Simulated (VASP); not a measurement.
W, 1 atom in the cell. The structure is cubic, space group Im-3m (No. 229). The conventional cell has a = 3.121 Å, b = 3.121 Å, c = 3.121 Å, α = 90.00°, β = 90.00°, γ = 90.00°. W (site symmetry m-3m) is surrounded by 8 W at 2.70 Å.  The cell isn't the ideal one: a relaxed cell with its volume scaled by 0.94.

| Quantity | Value |
| --- | --- |
| Program | VASP 6.6.1 |
| Task | single point |
| Functional | PBE |
| Potentials or basis | VASP PAW PBE potentials, release 64 (W_sv) |
| Cutoff | 700 eV |
| k mesh | 18 × 18 × 18 |
| Occupations | gaussian, width 0.1 eV |
| Spin | no spin polarisation |
| Further INCAR settings | ALGO = Fast; EDIFF = 1e-07; NBANDS = 13 |

Potentials or basis: VASP PAW PBE potentials, release 64 (W_sv).

Run with:

```sh
$ cat potpaw_PBE.64/W_sv/POTCAR > POTCAR
$ mpirun -np 1 vasp_std > vasp.out
```

Hardware: 1 thread of Intel(R) Xeon(R) Platinum 8488C (Sapphire Rapids), with other jobs on the host.

**Question.** How long does it take, and how much memory?

**Answer.** Wall time 32 s on 1 thread of Intel(R) Xeon(R) Platinum 8488C (Sapphire Rapids), on a shared host, peak memory 0.18 GiB. Counts: scf iterations 15, k points 195.
